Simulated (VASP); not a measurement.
# SnS (Pnma) in VASP: single point with PBE

Aim: the single point of SnS with PBE.

Program: VASP 6.6.1. These are calculated values, not measurements. Logs are shortened: lines on timing, memory, paths and dates and some standing lists are left out, and cuts for length are marked.

**The experiment to reproduce.**

From “Linear dichroism of the optical properties of SnS and SnSe van der Waals crystals”, 2024, arxiv:2409.17412, for a bulk crystal of SnS at 20 K: band gap 1.16 eV (indirect).

The results are compared with them further down.

**1. The structure**

The structure is orthorhombic, space group Pnma (No. 62). Conventional cell: a = 11.392 Å, b = 3.957 Å, c = 4.533 Å, α = 90.00°, β = 90.00°, γ = 90.00°. Around Sn (site symmetry m) lie 3 S at 2.63 to 2.65 Å. Around S (site symmetry m) lie 3 Sn at 2.63 to 2.65 Å.

The cell is a database's computed one.

**2. Single point, PBE**

File INCAR:

```
SYSTEM = SnS
PREC     = Accurate       ! precision mode
ENCUT    = 520            ! plane-wave cutoff, eV
EDIFF    = 1E-6           ! SCF threshold, eV
ISMEAR   = 0              ! smearing method
SIGMA    = 0.1            ! smearing width, eV
LREAL    = .FALSE.        ! projectors in reciprocal space
LASPH    = .TRUE.         ! aspherical terms in the spheres
NELM     = 100            ! most SCF steps
ALGO     = Fast           ! electronic algorithm
ISIF     = 2              ! what is computed and relaxed
LWAVE    = .FALSE.        ! write WAVECAR
LCHARG   = .FALSE.        ! write CHGCAR
GGA      = PE             ! functional
NBANDS   = 50             ! bands
```

File KPOINTS:

```
regular mesh
0
G
  2 4 4
  0 0 0
```

File POSCAR:

```
SnS
1.0
   11.3920183200      0.0000000000      0.0000000000
    0.0000000000      3.9568553000      0.0000000000
    0.0000000000      0.0000000000      4.5328106900
Sn S
4 4
Direct
    0.6216327500      0.2500000000      0.3695398300
    0.3783672500      0.7500000000      0.6304601400
    0.8783672500      0.7500000000      0.8695398600
    0.1216327500      0.2500000000      0.1304601600
    0.3474974600      0.2500000000      0.0105968000
    0.6525025400      0.7500000000      0.9894031900
    0.1525025400      0.7500000000      0.5105968100
    0.8474974600      0.2500000000      0.4894031900
```

Potentials or basis: VASP PAW PBE potentials, release 64 (Sn_d, S).

The run is started by

```bash
cat potpaw_PBE.64/Sn_d/POTCAR potpaw_PBE.64/S/POTCAR > POTCAR
mpirun -np 1 vasp_std > vasp.out
```

OUTCAR:

```text
SYSTEM = SnS
   PREC = Accurate
   ENCUT = 520
   EDIFF = 1E-6
   ISMEAR = 0
   LREAL = .FALSE.
   LASPH = .TRUE.
   NELM = 100
   ISIF = 2
   GGA = PE

 ion  position               nearest neighbor table
   1  0.622  0.250  0.370-   8 2.63   6 2.65   6 2.65   2 3.60   2 3.60
   2  0.378  0.750  0.630-   7 2.63   5 2.65   5 2.65   1 3.60   1 3.60
   3  0.878  0.750  0.870-   6 2.63   8 2.65   8 2.65   4 3.60   4 3.60
   4  0.122  0.250  0.130-   5 2.63   7 2.65   7 2.65   3 3.60   3 3.60
   5  0.347  0.250  0.011-   4 2.63   2 2.65   2 2.65
   6  0.653  0.750  0.989-   3 2.63   1 2.65   1 2.65
   7  0.153  0.750  0.511-   2 2.63   4 2.65   4 2.65
   8  0.847  0.250  0.489-   1 2.63   3 2.65   3 2.65

  LATTYP: Found a simple orthorhombic cell.
 ALAT       =     3.9568553000
 B/A-ratio  =     1.1455588710
 C/A-ratio  =     2.8790586100

  Lattice vectors:

 A1 = (   0.0000000000,   3.9568553000,   0.0000000000)
 A2 = (   0.0000000000,   0.0000000000,   4.5328106900)
 A3 = (  11.3920183200,   0.0000000000,   0.0000000000)

Analysis of symmetry for initial positions (statically):
=====================================================================
 Subroutine PRICEL returns:
 Original cell was already a primitive cell.

 Routine SETGRP: Setting up the symmetry group for a
 simple orthorhombic supercell.

 Subroutine GETGRP returns: Found  8 space group operations
 (whereof  2 operations were pure point group operations)
 out of a pool of  8 trial point group operations.

The static configuration has the point symmetry S_2 .
 The point group associated with its full space group is D_2h.

Analysis of symmetry for dynamics (positions and initial velocities):
=====================================================================
 Subroutine PRICEL returns:
 Original cell was already a primitive cell.

 Routine SETGRP: Setting up the symmetry group for a
 simple orthorhombic supercell.

 Subroutine GETGRP returns: Found  8 space group operations
 (whereof  2 operations were pure point group operations)
 out of a pool of  8 trial point group operations.

The dynamic configuration has the point symmetry S_2 .
 The point group associated with its full space group is D_2h.

 Subroutine INISYM returns: Found  8 space group operations
 (whereof  2 operations are pure point group operations),
 and found     1 'primitive' translations

----------------------------------------------------------------------------------------

                                     Primitive cell

  volume of cell :     204.3235

  direct lattice vectors                    reciprocal lattice vectors
    11.392018320  0.000000000  0.000000000     0.087780758  0.000000000  0.000000000
     0.000000000  3.956855300  0.000000000     0.000000000  0.252725946  0.000000000
     0.000000000  0.000000000  4.532810690     0.000000000  0.000000000  0.220613670

  length of vectors
    11.392018320  3.956855300  4.532810690     0.087780758  0.252725946  0.220613670

  position of ions in fractional coordinates (direct lattice)
     0.621632750  0.250000000  0.369539830
     0.378367250  0.750000000  0.630460140
     0.878367250  0.750000000  0.869539860
     0.121632750  0.250000000  0.130460160
     0.347497460  0.250000000  0.010596800
     0.652502540  0.750000000  0.989403190
     0.152502540  0.750000000  0.510596810
     0.847497460  0.250000000  0.489403190

  ion indices of the primitive-cell ions
   primitive index   ion index
                 1           1
                 2           2
                 3           3
                 4           4
                 5           5
                 6           6
                 7           7
                 8           8

----------------------------------------------------------------------------------------

 KPOINTS: regular mesh

Automatic generation of k-mesh.
 Grid dimensions read from file:
 generate k-points for:    2    4    4

 Generating k-lattice:

  Cartesian coordinates                     Fractional coordinates (reciprocal lattice)
     0.043890379  0.000000000  0.000000000     0.500000000  0.000000000  0.000000000
     0.000000000  0.063181487  0.000000000     0.000000000  0.250000000  0.000000000
     0.000000000  0.000000000  0.055153417     0.000000000  0.000000000  0.250000000

  Length of vectors
     0.043890379  0.063181487  0.055153417

  Shift w.r.t. Gamma in fractional coordinates (k-lattice)
     0.000000000  0.000000000  0.000000000

 Subroutine IBZKPT returns following result:
 ===========================================

 Found     18 irreducible k-points:

 Following reciprocal coordinates:
            Coordinates               Weight
  0.000000  0.000000  0.000000      1.000000
  0.500000  0.000000  0.000000      1.000000
  0.000000  0.250000  0.000000      2.000000
  0.500000  0.250000  0.000000      2.000000
  0.000000  0.500000  0.000000      1.000000
  0.500000  0.500000  0.000000      1.000000
[... 10 lines left out ...]
  0.000000  0.500000  0.500000      1.000000
  0.500000  0.500000  0.500000      1.000000
   k-points           NKPTS =     18   k-points in BZ     NKDIM =     18   number of bands    NBANDS=     50
   number of dos      NEDOS =    301   number of ions     NIONS =      8
   total plane-waves  NPLWV =  97200
   dimension x,y,z NGX =    90 NGY =   30 NGZ =   36
   dimension x,y,z NGXF=   180 NGYF=   60 NGZF=   72
   ions per type =               4   4
   NGX,Y,Z   is equivalent  to a cutoff of  13.13, 12.60, 13.20 a.u.
   NGXF,Y,Z  is equivalent  to a cutoff of  26.27, 25.21, 26.41 a.u.
 SYSTEM =  SnS
   PREC   = accura    normal or accurate (medium, high low for compatibility)
   ISTART =      0    job   : 0-new  1-cont  2-samecut
   ICHARG =      2    charge: 1-file 2-atom 10-const
   ISPIN  =      1    spin polarized calculation?
   LNONCOLLINEAR =      F non collinear calculations
   LSORBIT =      F    spin-orbit coupling
   LASPH  =      T    aspherical Exc in radial PAW
   ENCUT  =  520.0 eV  38.22 Ry    6.18 a.u.  21.18  7.36  8.43*2*pi/ulx,y,z
   NELM   =    100;   NELMIN=  2; NELMDL= -5     # of ELM steps
   EDIFF  = 0.1E-05   stopping-criterion for ELM
   LREAL  =      F    real-space projection
   EDIFFG = 0.1E-04   stopping-criterion for IOM
   NSW    =      0    number of steps for IOM
   IBRION =     -1    ionic relax: 0-MD 1-quasi-New 2-CG
   NFREE  =      0    steps in history (QN), initial steepest desc. (CG)
   ISIF   =      2    stress and relaxation
   ISYM   =      2    0-nonsym 1-usesym 2-fastsym
   POTIM  = 0.5000    time-step for ionic-motion
   TEBEG  =    0.0;   TEEND  =   0.0 temperature during run
   PSTRESS=    0.0 pullay stress
   NELECT =      80.0000    total number of electrons
   NUPDOWN=      -1.0000    fix difference up-down
   EMIN   =  10.00;   EMAX   =-10.00  energy-range for DOS
   EFERMI =   0.00;   METHOD = LEGACY
   ISMEAR =     0;   SIGMA  =   0.10  broadening in eV -4-tet -1-fermi 0-gaus
   EFERMI_NEDOS =   21; number of points for ismear=-14 and -15
   IALGO  =     68    algorithm
   IMIX   =      4    mixing-type and parameters
     AMIX     =   0.40;   BMIX     =  1.00
     AMIX_MAG =   1.60;   BMIX_MAG =  1.00
  volume/ion in A,a.u.               =      25.54       172.36
  Fermi-wavevector in a.u.,A,eV,Ry     =   1.197656  2.263241 19.515916  1.434379
  Thomas-Fermi vector in A             =   2.333565
   LORBIT       =      0    0 simple, 1 ext, 2 COOP (PROOUT), +10 PAW based schemes
   GGA     = PE    functional components
   LHFCALC =     F    Hartree Fock is set to
   AEXX    =    0.0000 exact exchange contribution
   IVDW    =     0    specifies the selected vdW correction
   LEPSILON=     F    determine dielectric tensor
   LRPA    =     F    only Hartree local field effects (RPA)
 non-spin polarized calculation
 RMM-DIIS sequential band-by-band and
 Gauss-broadening in eV      SIGMA  =   0.10
  energy-cutoff  :      520.00
  volume of cell :      204.32
 maximum number of plane-waves:      5550
 NGX is ok and might be reduce to    90
   NGX = 43   NGY = 15   NGZ = 17

 number of electron      80.0000002 magnetization

 Free energy of the ion-electron system (eV)
  ---------------------------------------------------
  ext. energy  EPLUGINS =         0.00000000
  ---------------------------------------------------
  free energy    TOTEN  =       -35.43582653 eV

  energy without entropy =      -35.43582653  energy(sigma->0) =      -35.43582653

 E-fermi :   5.9175     XC(G=0):  -9.5594

 val. band max:        5.4669196985   @ k =   0.5000   0.0000   0.5000
 cond. band min:       6.7232093388   @ k =   0.0000   0.0000   0.0000
 fundamental gap:      1.2562896403
 Fermi energy:         5.9175253468

 k-point     1 :       0.0000    0.0000    0.0000
  band No.  band energies     occupation
      1     -15.6554      2.00000
      2     -15.6436      2.00000
      3     -15.6349      2.00000
      4     -15.6284      2.00000
      5     -15.6238      2.00000
      6     -15.6202      2.00000
[... 42 lines left out ...]
     49      10.6349      0.00000
     50      11.5205      0.00000

 k-point     2 :       0.5000    0.0000    0.0000
  band No.  band energies     occupation
      1     -15.6505      2.00000
      2     -15.6505      2.00000
      3     -15.6309      2.00000
      4     -15.6309      2.00000
      5     -15.6226      2.00000
      6     -15.6226      2.00000
[... 42 lines left out ...]
     49      10.4162      0.00000
     50      10.4166      0.00000

 k-point     3 :       0.0000    0.2500    0.0000
  band No.  band energies     occupation
      1     -15.6420      2.00000
      2     -15.6391      2.00000
      3     -15.6324      2.00000
      4     -15.6310      2.00000
      5     -15.6206      2.00000
      6     -15.6196      2.00000
[... 784 lines left out ...]
     49      11.0382      0.00000
     50      11.9131      0.00000

 k-point    18 :       0.5000    0.5000    0.5000
  band No.  band energies     occupation
      1     -15.6500      2.00000
      2     -15.6500      2.00000
      3     -15.6500      2.00000
      4     -15.6500      2.00000
      5     -15.6120      2.00000
      6     -15.6120      2.00000
[... 42 lines left out ...]
     49      11.9128      0.00000
     50      11.9157      0.00000

------------------------ aborting loop because EDIFF is reached ----------------------------------------

  FORCE on cell =-STRESS in cart. coord.  units (eV):
  Direction    XX          YY          ZZ          XY          YZ          ZX
  --------------------------------------------------------------------------------------
  -------------------------------------------------------------------------------------
  Total        1.7273036      2.0303722      0.7923924      0.0000000     -0.0000000      0.0000000
  in kB       13.5444329     15.9209076      6.2134447      0.0000000     -0.0000000      0.0000000
  external PRESSURE =      11.8929284 kB  Pullay stress =       0.0000000 kB

 VOLUME and BASIS-vectors are now :
 -----------------------------------------------------------------------------
  energy-cutoff  :      520.00
  volume of cell :      204.32
      direct lattice vectors                 reciprocal lattice vectors
    11.392018320  0.000000000  0.000000000     0.087780758  0.000000000  0.000000000
     0.000000000  3.956855300  0.000000000     0.000000000  0.252725946  0.000000000
     0.000000000  0.000000000  4.532810690     0.000000000  0.000000000  0.220613670

 POSITION                                       TOTAL-FORCE (eV/Angst)
 -----------------------------------------------------------------------------------
      7.08165      0.98921      1.67505        -0.133710     -0.000000      0.118428
      4.31037      2.96764      2.85776         0.133710      0.000000     -0.118428
     10.00638      2.96764      3.94146         0.133710     -0.000000      0.118428
      1.38564      0.98921      0.59135        -0.133710      0.000000     -0.118428
      3.95870      0.98921      0.04803         0.134586      0.000000      0.136418
      7.43332      2.96764      4.48478        -0.134586      0.000000     -0.136418
      1.73731      2.96764      2.31444        -0.134586      0.000000      0.136418
      9.65471      0.98921      2.21837         0.134586      0.000000     -0.136418
 -----------------------------------------------------------------------------------
    total drift:                               -0.000147      0.000000      0.000246

  FREE ENERGIE OF THE ION-ELECTRON SYSTEM (eV)
  ---------------------------------------------------
  free  energy   TOTEN  =       -35.4358265262 eV

  energy  without entropy=      -35.4358265262  energy(sigma->0) =      -35.43582653
```

Run time: 2.9 min. Hardware: 1 thread of Intel Xeon Platinum 8559C (Emerald Rapids), shared host; peak memory 0.37 GiB.

What came out:

| Quantity | Value |
| --- | --- |
| Free energy | -35.4358 eV |
| Pressure | 1.2 GPa |
| Largest force | 0.192 eV/Å |
| Band gap on the k mesh | 1.26 eV, indirect (least direct gap 1.46 eV) |

Forces in eV/Å, atoms in the order of the input:
```
Sn  -0.134  0.000  0.118
Sn   0.134  0.000 -0.118
Sn   0.134  0.000  0.118
Sn  -0.134  0.000 -0.118
S    0.135  0.000  0.136
S   -0.135  0.000 -0.136
S   -0.135  0.000  0.136
S    0.135  0.000 -0.136
```

Stress tensor (GPa, compression positive):
```
1.35 0.00 0.00
0.00 1.59 0.00
0.00 0.00 0.62
```

Levels at points of the mesh, in eV from the valence-band top:
| k point | band 38 | band 39 | band 40 | band 41 | band 42 | band 43 |
| --- | --- | --- | --- | --- | --- | --- |
| (0.00, 0.00, 0.00) | -0.93 | -0.72 | -0.20 | 1.26 | 2.82 | 2.95 |
| (0.50, 0.00, 0.00) | -1.84 | -0.41 | -0.41 | 2.60 | 2.60 | 2.74 |
| (0.00, 0.50, 0.00) | -1.03 | -0.92 | -0.92 | 1.50 | 1.50 | 1.61 |
| (0.50, 0.50, 0.00) | -1.09 | -1.09 | -1.09 | 1.74 | 1.74 | 1.74 |
| (0.00, 0.00, 0.50) | -0.93 | 0.00 | 0.00 | 1.72 | 1.72 | 2.18 |
| (0.50, 0.00, 0.50) | -0.75 | 0.00 | 0.00 | 1.74 | 1.74 | 2.15 |
| (0.00, 0.50, 0.50) | -2.00 | -1.18 | -1.18 | 2.94 | 2.94 | 2.98 |
| (0.50, 0.50, 0.50) | -1.37 | -1.37 | -1.37 | 2.80 | 2.80 | 2.80 |

Caveat: spin-orbit coupling is left out, which moves the levels of the heavy elements.

**3. Comparison with measurements**

Step 2. Measured gap of SnS: 1.16 eV (indirect; 20 K; “Linear dichroism of the optical properties of SnS and SnSe van der Waals crystals”, 2024, arxiv:2409.17412). This calculation gives 1.26 eV (+0.10 eV). 2 values of this kind are on record (1.09 to 1.16 eV); this one was drawn at random. Spin-orbit coupling on Sn is left out. The value is that of PBE on a finite k mesh, which can miss the band edges, without temperature or zero-point motion. The cell is a database's relaxed one, not the measured one, which moves gaps too.
